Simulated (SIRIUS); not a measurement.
SrO under changes of volume

One of the cells (17.239 Å³/atom); the others are scaled copies at fixed shape and fractional positions:

```
Sr O
1.0
     0.00000    2.58330    2.58330
     2.58330    0.00000    2.58330
     2.58330    2.58330    0.00000
Sr O
1 1
Direct
  0.50000 0.50000 0.50000
  0.00000 0.00000 0.00000
```

- Program: SIRIUS 7.10.0
- Functional: PBEsol
- Potentials or basis: PseudoDojo 0.4.1 PBEsol standard (scalar relativistic)
- Cutoff: 1152 eV
- Density cutoff: 4606 eV
- k mesh: 9 × 9 × 9
- Occupations: fermi-dirac, width 0.05 eV
- Spin: no spin polarisation

```tsv
volume (Å³/atom)	energy over the lowest point (meV/atom)	pressure (GPa)	gap on the mesh (eV)
15.887	14.25	5.7	3.22
16.225	4.73	3.3	3.24
16.563	0.00	1.2	3.25
17.239	?	?	?
17.577	9.75	-4.0	3.29
17.915	19.63	-5.4	3.29
```

Task: What does the run at 17.239 Å³/atom give?

Result: Energy over the lowest point 2.94 meV/atom; pressure -2.5 GPa; gap on the mesh 3.28 eV.

Worked out: A Birch-Murnaghan fit of order 3 (a polynomial in V^(-2/3)) to the other rows has its minimum at 16.77 Å³/atom with B0 = V·E''(V) = 94 GPa and B' = 4.5. It gives 2.94 meV/atom at 17.239 Å³/atom, against the run's 2.94, and -dE/dV = -2.4 GPa, against -2.5. A straight line through the other rows of the gap, of slope 0.595 eV per unit of ln V, gives 3.27 eV, against the run's 3.28.

Energies are extrapolated to zero smearing.

Caveats: an odd mesh through Γ misses points on the zone boundary, where band edges often lie. Spin-orbit coupling on Sr is left out.
